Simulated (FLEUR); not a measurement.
An input for FLEUR MaX-R8.1 (patched build s14) (Fe):

inp.xml

```xml
<?xml version="1.0" encoding="UTF-8" standalone="no"?>
<fleurInput fleurInputVersion="0.39">
   <comment>
      Fe                                                                                                  
   </comment>
   <calculationSetup>
      <cutoffs Kmax="2.0" Gmax="9.5" GmaxXC="9.5" numbands="all"/>
      <scfLoop itmax="50" minDistance="0.00001" maxIterBroyd="15" imix="Anderson" alpha="0.05" precondParam="0.0" spinf="2.0"/>
      <coreElectrons ctail="T" frcor="F" kcrel="0" coretail_lmax="0"/>
      <xcFunctional name="wc" relativisticCorrections="F"/>
      <magnetism jspins="2"/>
      <soc l_soc="T" theta="1.5707963" phi="0.0" spav="F"/>
      <expertModes spex="0" secvar="F"/>
      <geometryOptimization l_f="F" forcealpha="1.0" forcemix="BFGS" epsdisp="0.00001" epsforce="0.00001"/>
      <ldaU l_linMix="F" mixParam="0.05" spinf="1.0"/>
   </calculationSetup>
   <cell>
      <bzIntegration valenceElectrons="16.0" mode="gauss" fermiSmearingEnergy="0.00183747">
         <kPointListSelection listName="default-1"/>
         <!-- k-points included here -->
         <xi:include xmlns:xi="http://www.w3.org/2001/XInclude" href="kpts.xml"> </xi:include>
      </bzIntegration>
      <!-- symmetry operations included here -->
      <xi:include xmlns:xi="http://www.w3.org/2001/XInclude" href="sym.xml"> </xi:include>
      <bulkLattice scale="1.0">
         <bravaisMatrix>
            <row-1>   -2.7627588444054338     2.7627588444054338     2.7627588444054338</row-1>
            <row-2>    2.7627588444054338    -2.7627588444054338     2.7627588444054338</row-2>
            <row-3>    2.7627588444054338     2.7627588444054338    -2.7627588444054338</row-3>
         </bravaisMatrix>
      </bulkLattice>
   </cell>
   <atomSpecies>
      <species name="Iron (Fe) 3.000" element="Fe" atomicNumber="26">
         <mtSphere radius="2.22" gridPoints="735" logIncrement="0.017"/>
         <atomicCutoffs lmax="9" lnonsphr="7"/>
         <electronConfig flipSpins="F">
            <coreConfig>(1s1/2) (2s1/2) (2p1/2) (2p3/2)</coreConfig>
            <valenceConfig>(3s1/2) (3p1/2) (3p3/2) (4s1/2) (3d3/2) (3d5/2)</valenceConfig>
            <stateOccupation state="(3d3/2)" spinUp="1.5" spinDown="0.9"/>
            <stateOccupation state="(3d5/2)" spinUp="3.0" spinDown="0.6"/>
         </electronConfig>
         <energyParameters s="4" p="4" d="3" f="4"/>
         <lo type="SCLO" l="0" n="3" eDeriv="0"/>
         <lo type="SCLO" l="1" n="3" eDeriv="0"/>
         <lo type="SCLO" l="1" n="3" eDeriv="1"/>
         <lo type="SCLO" l="2" n="3" eDeriv="2"/>
         <lo type="SCLO" l="3" n="4" eDeriv="2"/>
      </species>
   </atomSpecies>
   <atomGroups>
      <atomGroup species="Iron (Fe) 3.000">
         <relPos label="                   1">.0000000000 .0000000000 .0000000000</relPos>
         <force calculate="T" relaxXYZ="TTT"/>
      </atomGroup>
   </atomGroups>
   <output dos="F" band="F" slice="F">
      <checks vchk="F" cdinf="F"/>
      <bandDOS minEnergy="-.5*Htr" maxEnergy="0.5*Htr" sigma="0.015" storeEVData="T"/>
      <vacuumDOS vacdos="F" integ="F" star="F" nstars="0" locx1="0.0" locy1="0.0" locx2="0.0" locy2="0.0" nstm="0" tworkf="0.0"/>
      <unfoldingBand unfoldBand="F" supercellX="1" supercellY="1" supercellZ="1"/>
      <plotting iplot="0" polar="F">
         <plot TwoD="T" vec1="  1.0  0.0  0.0" vec2="  0.0  1.0  0.0" vec3="  0.0  0.0  1.0" zero="  0.0  0.0  0.0" file="plot"/>
      </plotting>
      <chargeDensitySlicing numkpt="0" minEigenval="0.0" maxEigenval="0.0" nnne="0" pallst="F"/>
      <specialOutput eonly="F"/>
      <magneticCircularDichroism mcd="F" energyLo="-10.0" energyUp="0.0"/>
   </output>
  <!-- We include the file relax.xml here to enable relaxations (see documentation) -->
  <xi:include xmlns:xi="http://www.w3.org/2001/XInclude" href="relax.xml"> <xi:fallback/> </xi:include>
</fleurInput>
```

The input crystal.txt:

```
Fe
&input cartesian=F /
-1.4619890197  1.4619890197  1.4619890197
1.4619890197  -1.4619890197  1.4619890197
1.4619890197  1.4619890197  -1.4619890197
1.8897261246
1.0 1.0 1.0

1
26 0.0000000000  0.0000000000  0.0000000000 : 3.000

&soc 1.5707963 0.0 /
&kpt div1=8 div2=8 div3=8 gamma=T /
```

Potentials or basis: all-electron, FLAPW.

Command:

```sh
$ inpgen -f crystal.txt -profile fastHighL
$ # inp.xml edited to the form shown
$ fleur
```

Problem. What does the program do with it?

Solution. The run stopped without a result. It printed:

Output:

```text
Welcome to FLEUR        (www.flapw.de)
      MaX-Release 8.1          (www.max-centre.eu)

 ========== k-point set info ==========
 Selected k-point list: default-1
 k-point list type: mesh
 8 x 8 x 8
 Number of k points: 78

 ------------Calculation Setup---------------------------
 Number of OMP-threads    :            1
 Number of basis functions:           51
 Approximate size of matrices (H+S) per k-point:         0.000 GB
 --------------------------------------------------------
 Error for k-point            1
**************FLEUR-Error*****************
Error message: Diagonalization via LAPACK failed(zhegvx/dsygvx)
Error number: 64
*****************************************
 Last known location:
 Last timer:LAPACK GEV
 Timerstack:
 Timer:Diagonalization
 Timer:eigen
 Timer:H generation and diagonalization (total)
 Timer:Iteration
 Timer:Total Run
 *****************************************

STOP 1
```
